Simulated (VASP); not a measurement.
Here is a VASP 6.6.1 calculation.

POSCAR

```
C                                       
1.0
    0.0000000000      1.7858179493      1.7858179493
    1.7858179493      0.0000000000      1.7858179493
    1.7858179493      1.7858179493      0.0000000000
  C             
     2
Direct
     0.0000000000000000    0.0000000000000000    0.0000000000000000
     0.2500000000000000    0.2500000000000000    0.2500000000000000
```

Contents of INCAR.step1:

```
SYSTEM = C
ALGO = Normal
EDIFF = 1E-5
ENCUT = 450
GGA = PE
ISIF = 2
ISMEAR = 0
KPAR = 2
LASPH = .TRUE.
LCHARG = .FALSE.
LREAL = .FALSE.
LWAVE = .TRUE.
NELM = 120
PREC = Accurate
SIGMA = 0.02
```

Contents of INCAR.step2:

```
SYSTEM = C
ALGO = Normal
EDIFF = 1E-6
ENCUT = 450
GGA = PE
HFSCREEN = 0.2
ISIF = 2
ISMEAR = 0
ISTART = 1
KPAR = 2
LASPH = .TRUE.
LCHARG = .FALSE.
LHFCALC = .TRUE.
LREAL = .FALSE.
LWAVE = .FALSE.
NELM = 120
PREC = Accurate
PRECFOCK = Fast
SIGMA = 0.02
```

Contents of KPOINTS:

```
k-points
0
G
  12 12 12
  0 0 0
```

The input KPOINTS_OPT:

```
path GXWKGLUWLK,UX
8
line-mode
reciprocal
 0.0000000000  0.0000000000  0.0000000000  G
 0.5000000000  0.0000000000  0.5000000000  X

 0.5000000000  0.0000000000  0.5000000000  X
 0.5000000000  0.2500000000  0.7500000000  W

 0.5000000000  0.2500000000  0.7500000000  W
 0.3750000000  0.3750000000  0.7500000000  K

 0.3750000000  0.3750000000  0.7500000000  K
 0.0000000000  0.0000000000  0.0000000000  G

 0.0000000000  0.0000000000  0.0000000000  G
 0.5000000000  0.5000000000  0.5000000000  L

 0.5000000000  0.5000000000  0.5000000000  L
 0.6250000000  0.2500000000  0.6250000000  U

 0.6250000000  0.2500000000  0.6250000000  U
 0.5000000000  0.2500000000  0.7500000000  W

 0.5000000000  0.2500000000  0.7500000000  W
 0.5000000000  0.5000000000  0.5000000000  L

 0.5000000000  0.5000000000  0.5000000000  L
 0.3750000000  0.3750000000  0.7500000000  K

 0.6250000000  0.2500000000  0.6250000000  U
 0.5000000000  0.0000000000  0.5000000000  X
```

Potentials or basis: VASP PAW PBE potentials, release 64 (C).

Run with:

```sh
$ cat potpaw_PBE.64/C/POTCAR > POTCAR
$ cp INCAR.step1 INCAR
$ mpirun -np 2 vasp_std > vasp.out
$ cp INCAR.step2 INCAR
$ mpirun -np 2 vasp_std > vasp.out
```

Q: Predict the band gap along the path.

A: 5.29 eV, indirect (least direct gap 6.98 eV).

Q: Estimate the band gap on the k mesh.

A: 5.33 eV, indirect (least direct gap 6.98 eV).

Levels at the corners of the path, in eV from the valence-band top:
```tsv
point	band 1	band 2	band 3	band 4	band 5	band 6	band 7	band 8
Γ	-23.48	0.00	0.00	0.00	6.98	6.98	6.98	15.18
X	-14.05	-14.05	-6.85	-6.85	5.92	5.92	19.19	19.19
X	-14.05	-14.05	-6.85	-6.85	5.92	5.92	19.19	19.19
W	-13.22	-13.22	-9.00	-9.00	12.17	12.17	14.22	14.22
W	-13.22	-13.22	-9.00	-9.00	12.17	12.17	14.22	14.22
K	-14.32	-12.91	-10.08	-5.83	6.90	12.37	16.53	17.83
K	-14.32	-12.91	-10.08	-5.83	6.90	12.37	16.53	17.83
Γ	-23.48	0.00	0.00	0.00	6.98	6.98	6.98	15.18
Γ	-23.48	0.00	0.00	0.00	6.98	6.98	6.98	15.18
L	-17.29	-14.58	-3.05	-3.05	10.02	10.02	10.30	17.61
L	-17.29	-14.58	-3.05	-3.05	10.02	10.02	10.30	17.61
U	-14.32	-12.91	-10.08	-5.83	6.90	12.37	16.53	17.83
U	-14.32	-12.91	-10.08	-5.83	6.90	12.37	16.53	17.83
W	-13.22	-13.22	-9.00	-9.00	12.17	12.17	14.22	14.22
W	-13.22	-13.22	-9.00	-9.00	12.17	12.17	14.22	14.22
L	-17.29	-14.58	-3.05	-3.05	10.02	10.02	10.30	17.61
L	-17.29	-14.58	-3.05	-3.05	10.02	10.02	10.30	17.61
K	-14.32	-12.91	-10.08	-5.83	6.90	12.37	16.53	17.83
U	-14.32	-12.91	-10.08	-5.83	6.90	12.37	16.53	17.83
X	-14.05	-14.05	-6.85	-6.85	5.92	5.92	19.19	19.19
```
